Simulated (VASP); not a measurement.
# BAs (F-43m) in VASP: a series of runs, part 2 of 2

VASP 6.6.1. The steps go on from the part before.

## 3. Relaxation of cell and atoms, PBEsol

INCAR reads:

```
PREC = Accurate
ENCUT = 600
EDIFF = 1E-6
ISMEAR = 0
SIGMA = 0.02
LREAL = F
LASPH = T
NELM = 80
ALGO = Normal
ISIF = 3
LWAVE = F
LCHARG = F
GGA = PS
IBRION = 2
NSW = 70
EDIFFG = -0.005
```

KPOINTS reads:

```
Automatic mesh
0
Gamma
  10 10 10
```

POSCAR reads:

```
BAs
1.0
    0.0000000000      2.4044111851      2.4044111851
    2.4044111851      0.0000000000      2.4044111851
    2.4044111851      2.4044111851      0.0000000000
B As
1 1
Direct
    0.0000000000      0.0000000000      0.0000000000
    0.2500000000      0.2500000000      0.2500000000
```

Potentials or basis: VASP PAW PBE potentials, release 64 (B, As).

Launch:

```sh
$ cat potpaw_PBE.64/B/POTCAR potpaw_PBE.64/As/POTCAR > POTCAR
$ mpirun -np 1 vasp_std > vasp.out
```

OUTCAR:

```text
PREC = Accurate
   ENCUT = 600
   EDIFF = 1E-6
   ISMEAR = 0
   LREAL = F
   LASPH = T
   NELM = 80
   ISIF = 3
   GGA = PS
   IBRION = 2
   NSW = 70
   EDIFFG = -0.005

 ion  position               nearest neighbor table
   1  0.000  0.000  0.000-   2 2.08   2 2.08   2 2.08   2 2.08
   2  0.250  0.250  0.250-   1 2.08   1 2.08   1 2.08   1 2.08

  LATTYP: Found a face centered cubic cell.
 ALAT       =     4.8088223702

  Lattice vectors:

 A1 = (   0.0000000000,   2.4044111851,   2.4044111851)
 A2 = (   2.4044111851,   0.0000000000,   2.4044111851)
 A3 = (   2.4044111851,   2.4044111851,   0.0000000000)

Analysis of symmetry for initial positions (statically):
=====================================================================
 Subroutine PRICEL returns:
 Original cell was already a primitive cell.

 Routine SETGRP: Setting up the symmetry group for a
 face centered cubic supercell.

 Subroutine GETGRP returns: Found 24 space group operations
 (whereof 24 operations were pure point group operations)
 out of a pool of 48 trial point group operations.

The static configuration has the point symmetry T_d .

Analysis of symmetry for dynamics (positions and initial velocities):
=====================================================================
 Subroutine PRICEL returns:
 Original cell was already a primitive cell.

 Routine SETGRP: Setting up the symmetry group for a
 face centered cubic supercell.

 Subroutine GETGRP returns: Found 24 space group operations
 (whereof 24 operations were pure point group operations)
 out of a pool of 48 trial point group operations.

The dynamic configuration has the point symmetry T_d .

 Subroutine INISYM returns: Found 24 space group operations
 (whereof 24 operations are pure point group operations),
 and found     1 'primitive' translations

----------------------------------------------------------------------------------------

                                     Primitive cell

  volume of cell :      27.8007

  direct lattice vectors                    reciprocal lattice vectors
     0.000000000  2.404411185  2.404411185    -0.207951120  0.207951120  0.207951120
     2.404411185  0.000000000  2.404411185     0.207951120 -0.207951120  0.207951120
     2.404411185  2.404411185  0.000000000     0.207951120  0.207951120 -0.207951120

  length of vectors
     3.400350907  3.400350907  3.400350907     0.360181906  0.360181906  0.360181906

  position of ions in fractional coordinates (direct lattice)
     0.000000000  0.000000000  0.000000000
     0.250000000  0.250000000  0.250000000

  ion indices of the primitive-cell ions
   primitive index   ion index
                 1           1
                 2           2

----------------------------------------------------------------------------------------

 KPOINTS: Automatic mesh

Automatic generation of k-mesh.
 Grid dimensions read from file:
 generate k-points for:   10   10   10

 Generating k-lattice:

  Cartesian coordinates                     Fractional coordinates (reciprocal lattice)
    -0.020795112  0.020795112  0.020795112     0.100000000  0.000000000  0.000000000
     0.020795112 -0.020795112  0.020795112     0.000000000  0.100000000  0.000000000
     0.020795112  0.020795112 -0.020795112     0.000000000  0.000000000  0.100000000
[... 42 lines left out ...]
   dimension x,y,z NGX =    28 NGY =   28 NGZ =   28
   dimension x,y,z NGXF=    56 NGYF=   56 NGZF=   56
   ions per type =               1   1
   NGX,Y,Z   is equivalent  to a cutoff of  13.69, 13.69, 13.69 a.u.
   NGXF,Y,Z  is equivalent  to a cutoff of  27.38, 27.38, 27.38 a.u.
 SYSTEM =  unknown system
   PREC   = accura    normal or accurate (medium, high low for compatibility)
   ISTART =      0    job   : 0-new  1-cont  2-samecut
   ICHARG =      2    charge: 1-file 2-atom 10-const
   ISPIN  =      1    spin polarized calculation?
   LNONCOLLINEAR =      F non collinear calculations
   LSORBIT =      F    spin-orbit coupling
   LASPH  =      T    aspherical Exc in radial PAW
   ENCUT  =  600.0 eV  44.10 Ry    6.64 a.u.   6.79  6.79  6.79*2*pi/ulx,y,z
   NELM   =     80;   NELMIN=  2; NELMDL= -5     # of ELM steps
   EDIFF  = 0.1E-05   stopping-criterion for ELM
   LREAL  =      F    real-space projection
   EDIFFG = -.5E-02   stopping-criterion for IOM
   NSW    =     70    number of steps for IOM
   IBRION =      2    ionic relax: 0-MD 1-quasi-New 2-CG
   NFREE  =      1    steps in history (QN), initial steepest desc. (CG)
   ISIF   =      3    stress and relaxation
   ISYM   =      2    0-nonsym 1-usesym 2-fastsym
   POTIM  = 0.5000    time-step for ionic-motion
   TEBEG  =    0.0;   TEEND  =   0.0 temperature during run
   PSTRESS=    0.0 pullay stress
   NELECT =       8.0000    total number of electrons
   NUPDOWN=      -1.0000    fix difference up-down
   EMIN   =  10.00;   EMAX   =-10.00  energy-range for DOS
   EFERMI =   0.00;   METHOD = LEGACY
   ISMEAR =     0;   SIGMA  =   0.02  broadening in eV -4-tet -1-fermi 0-gaus
   EFERMI_NEDOS =   21; number of points for ismear=-14 and -15
   IALGO  =     38    algorithm
   IMIX   =      4    mixing-type and parameters
     AMIX     =   0.40;   BMIX     =  1.00
     AMIX_MAG =   1.60;   BMIX_MAG =  1.00
  volume/ion in A,a.u.               =      13.90        93.80
  Fermi-wavevector in a.u.,A,eV,Ry     =   1.080818  2.042451 15.893898  1.168169
  Thomas-Fermi vector in A             =   2.216819
   LORBIT       =      0    0 simple, 1 ext, 2 COOP (PROOUT), +10 PAW based schemes
   GGA     = PS    functional components
   LHFCALC =     F    Hartree Fock is set to
   AEXX    =    0.0000 exact exchange contribution
   IVDW    =     0    specifies the selected vdW correction
   LEPSILON=     F    determine dielectric tensor
   LRPA    =     F    only Hartree local field effects (RPA)
 conjugate gradient relaxation of ions
 non-spin polarized calculation
 Gauss-broadening in eV      SIGMA  =   0.02
  energy-cutoff  :      600.00
  volume of cell :       27.80
 maximum number of plane-waves:       944
   NGX = 13   NGY = 13   NGZ = 13

--------------------------------------- Ionic step        1  -------------------------------------------

 number of electron       8.0000000 magnetization

 Free energy of the ion-electron system (eV)
  ---------------------------------------------------
  ext. energy  EPLUGINS =         0.00000000
  ---------------------------------------------------
  free energy    TOTEN  =       -12.20036745 eV

  energy without entropy =      -12.20036745  energy(sigma->0) =      -12.20036745

------------------------ aborting loop because EDIFF is reached ----------------------------------------

  FORCE on cell =-STRESS in cart. coord.  units (eV):
  Direction    XX          YY          ZZ          XY          YZ          ZX
  --------------------------------------------------------------------------------------
  -------------------------------------------------------------------------------------
  Total       -0.4589376     -0.4589376     -0.4589376     -0.0000000      0.0000000     -0.0000000
  in kB      -26.4489226    -26.4489226    -26.4489226     -0.0000000      0.0000000     -0.0000000
  external PRESSURE =     -26.4489226 kB  Pullay stress =       0.0000000 kB
[... 59 lines left out ...]
--------------------------------------- Ionic step        3  -------------------------------------------

 number of electron       8.0000000 magnetization

 Free energy of the ion-electron system (eV)
  ---------------------------------------------------
  ext. energy  EPLUGINS =         0.00000000
  ---------------------------------------------------
  free energy    TOTEN  =       -12.20489523 eV

  energy without entropy =      -12.20489523  energy(sigma->0) =      -12.20489523

 E-fermi :   6.1546     XC(G=0): -10.7295

 val. band max:        6.0395631402   @ k =   0.0000   0.0000   0.0000
 cond. band min:       7.1162458084   @ k =   0.4000   0.4000   0.0000
 fundamental gap:      1.0766826681
 Fermi energy:         6.1545573472

 k-point     1 :       0.0000    0.0000    0.0000
  band No.  band energies     occupation
      1      -9.3938      2.00000
      2       6.0396      2.00000
      3       6.0396      2.00000
      4       6.0396      2.00000
      5       9.2790      0.00000
      6       9.2790      0.00000
      7       9.2790      0.00000
      8      10.7172      0.00000
[... 243 lines left out ...]
 k-point    24 :       0.4000    0.3000    0.0000
  band No.  band energies     occupation
      1      -6.7449      2.00000
      2      -0.4198      2.00000
      3       2.0316      2.00000
      4       2.5318      2.00000
      5       7.6464      0.00000
      6       9.3318      0.00000
      7      14.8389      0.00000
      8      15.0781      0.00000

 [... further k-points ...]
[... 5 lines left out ...]
  --------------------------------------------------------------------------------------
  -------------------------------------------------------------------------------------
  Total        0.0003832      0.0003832      0.0003832      0.0000000     -0.0000000      0.0000000
  in kB        0.0225193      0.0225193      0.0225193      0.0000000     -0.0000000      0.0000000
  external PRESSURE =       0.0225193 kB  Pullay stress =       0.0000000 kB
[... 17 lines left out ...]
  FREE ENERGIE OF THE ION-ELECTRON SYSTEM (eV)
  ---------------------------------------------------
  free  energy   TOTEN  =       -12.2048952289 eV

  energy  without entropy=      -12.2048952289  energy(sigma->0) =      -12.20489523

 reached required accuracy - stopping structural energy minimisation
```

CONTCAR:

```text
BAs
   1.00000000000000
     0.0000000000000000    2.3887830762508275    2.3887830762508275
     2.3887830762508275    0.0000000000000000    2.3887830762508275
     2.3887830762508275    2.3887830762508275   -0.0000000000000000
  B               As
     1     1
Direct
     0.0000000000000000    0.0000000000000000    0.0000000000000000
     0.2500000000000000    0.2500000000000000    0.2500000000000000

  0.00000000E+00  0.00000000E+00  0.00000000E+00
  0.00000000E+00  0.00000000E+00  0.00000000E+00
```

Wall time 18 s (1 thread of Intel Xeon Platinum 8488C (Sapphire Rapids), shared host); peak memory 0.16 GiB.

What came out:

| Property | Result |
| --- | --- |
| Free energy | -12.2049 eV |
| Relaxed volume | 13.63 Å³/atom |
| Relaxed cell | a = 3.378 Å, b = 3.378 Å, c = 3.378 Å, α = 60.00°, β = 60.00°, γ = 60.00° |
| Space group after relaxing (to 0.05 Å) | F-43m (No. 216) |
| Energy gained by relaxing | 2.3 meV/atom |
| Ionic steps | 3 |
| Pressure after relaxing | 0.0 GPa |
| Band gap on the k mesh | 1.08 eV, indirect (least direct gap 3.24 eV) |

Step by step:
```csv
step,energy change (eV),largest force (eV/Å),pressure (GPa),volume (Å³)
1,0.0000,0.0000,-2.64,27.80
2,-0.0022,0.0000,2.01,26.89
3,-0.0045,0.0000,0.00,27.26
```

Final structure:
```
B As
1.0
     0.00000    2.38878    2.38878
     2.38878    0.00000    2.38878
     2.38878    2.38878    0.00000
B As
1 1
Direct
  0.00000 0.00000 0.00000
  0.25000 0.25000 0.25000
```

Caveat: the PAW data sets were made with another functional, which shifts forces and pressure a little.
